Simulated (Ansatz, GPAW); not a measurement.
This is a calculation of KBr for Ansatz 0.2.0. 

The input input.yaml:

```yaml
crystal:
  lattice:
    - [0.0, 3.3, 3.3]
    - [3.3, 0.0, 3.3]
    - [3.3, 3.3, 0.0]
  atoms:
    - { symbol: Br, position: [0.5, 0.5, 0.5] }
    - { symbol: K, position: [0.0, 0.0, 0.0] }
kpoints:
  mp_grid: { grid: [7, 7, 7] }
scf:
  occupations: { method: gaussian, width: 0.016 }
hamiltonian:
  xc: pbe
  pseudopotentials: { kind: all_electron, lapw: { basis_error: 0.001 } }
output:
  forces: true
  stress: true
  eigenvalues: true
```

Potentials or basis: all-electron LAPW, scalar-relativistic.

Run with:

```sh
$ ansatz run input.yaml --threads 1 --pin off --max-ram 3072MiB --backend cpu --events-out ev --progress --plain --runs-dir out
```

Q: Translate it to GPAW 26.7.0 (ASE script). Potentials or basis there: GPAW PAW data sets (gpaw-data 1.2.1), cutoff 600 eV.

A: As run (cutoffs and basis follow the program's own potentials, and thresholds, step limits or extra output files can differ):

File run.py:

```python
from ase.dft.bandgap import bandgap
from ase.io import read, write
from ase.units import GPa
from gpaw import GPAW, PW

atoms = read('KBr.xyz')

calc = GPAW(mode=PW(600),
            xc='PBE',
            kpts={'size': (7, 7, 7), 'gamma': True},
            occupations={'name': 'methfessel-paxton', 'order': 0, 'width': 0.016},
            nbands=16,
            convergence={'density': 1e-05, 'energy': 1e-05},
            maxiter=150,
            txt='gpaw.txt')
atoms.calc = calc
energy = atoms.get_potential_energy()
forces = atoms.get_forces()
stress = atoms.get_stress()
calc.write('gs.gpw')
write('result.traj', atoms)
print(f'Energy: {energy:.6f} eV')
print('Forces (eV/A):')
print(forces.round(4))
print('Stress (GPa):', (stress / GPa).round(3))
print('Fermi level:', round(calc.get_fermi_level(), 4), 'eV')
print(f'Gap: {bandgap(calc)[0]:.4f} eV, direct: {bandgap(calc, direct=True)[0]:.4f} eV')
```

KBr.xyz

```xyz
2
Lattice="0.0000000000 3.3000000000 3.3000000000 3.3000000000 0.0000000000 3.3000000000 3.3000000000 3.3000000000 0.0000000000" Properties=species:S:1:pos:R:3 pbc="T T T"
Br     3.3000000000      3.3000000000      3.3000000000
K      0.0000000000      0.0000000000      0.0000000000
```

Potentials or basis: GPAW PAW data sets (gpaw-data 1.2.1), pw.

Command:

```bash
$ OMP_NUM_THREADS=1 python run.py
```

Both were run:

|  | Ansatz | GPAW |
| --- | --- | --- |
| Pressure | 0.7 GPa | 0.7 GPa |

Where Ansatz's input types no cutoff or centring, it takes its own default and a Γ-centred mesh.

Pressure is positive in compression.
